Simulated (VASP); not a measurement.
## BeTe: band structure with LDA

BeTe:

```
Be Te
1.0
     0.00000    2.78102    2.78102
     2.78102    0.00000    2.78102
     2.78102    2.78102    0.00000
Be Te
1 1
Direct
  0.00000 0.00000 0.00000
  0.25000 0.25000 0.25000
```

The cell was built by a generator and needn't be a form met in nature.

```
Program                : VASP 6.6.1
Task                   : band structure
Functional             : LDA
Potentials or basis    : VASP PAW LDA potentials, release 64 (Be, Te)
Cutoff                 : 520 eV
k mesh                 : 10 × 10 × 10
Occupations            : gaussian, width 0.02 eV
Spin                   : no spin polarisation
Further INCAR settings : ALGO = Normal; EDIFF = 1e-06; NBANDS = 11
```

```yaml
Band_gap_on_the_k_mesh: 1.78 eV, indirect (least direct gap 3.55 eV)
Band_gap_along_the_path: 1.78 eV, indirect (least direct gap 3.55 eV)
```

Levels at the corners of the path, in eV from the valence-band top:
```tsv
point	band 2	band 3	band 4	band 5	band 6	band 7
Γ	0.00	0.00	0.00	3.55	3.55	3.55
X	-5.28	-2.79	-2.79	1.78	2.60	9.83
X	-5.28	-2.79	-2.79	1.78	2.60	9.83
W	-4.69	-3.92	-3.41	5.21	5.43	5.56
W	-4.69	-3.92	-3.41	5.21	5.43	5.56
K	-4.90	-4.11	-2.35	2.58	5.23	7.95
K	-4.90	-4.11	-2.35	2.58	5.23	7.95
Γ	0.00	0.00	0.00	3.55	3.55	3.55
Γ	0.00	0.00	0.00	3.55	3.55	3.55
L	-5.78	-1.19	-1.19	3.16	4.54	4.54
L	-5.78	-1.19	-1.19	3.16	4.54	4.54
U	-4.90	-4.11	-2.35	2.58	5.23	7.95
U	-4.90	-4.11	-2.35	2.58	5.23	7.95
W	-4.69	-3.92	-3.41	5.21	5.43	5.56
W	-4.69	-3.92	-3.41	5.21	5.43	5.56
L	-5.78	-1.19	-1.19	3.16	4.54	4.54
L	-5.78	-1.19	-1.19	3.16	4.54	4.54
K	-4.90	-4.11	-2.35	2.58	5.23	7.95
U	-4.90	-4.11	-2.35	2.58	5.23	7.95
X	-5.28	-2.79	-2.79	1.78	2.60	9.83
```

Wall time 45 s on 1 thread of Intel(R) Xeon(R) Platinum 8259CL CPU @ 2.50GHz (Skylake/Cascade Lake) (shared host), peak memory 0.17 GiB.

Caveat: the log is that of the step along the path at fixed density, whose energy, stress, charges and moments have no meaning; spin-orbit coupling is left out, which moves the levels of the heavy elements. As with any semilocal functional, this LDA gap is likely too small.
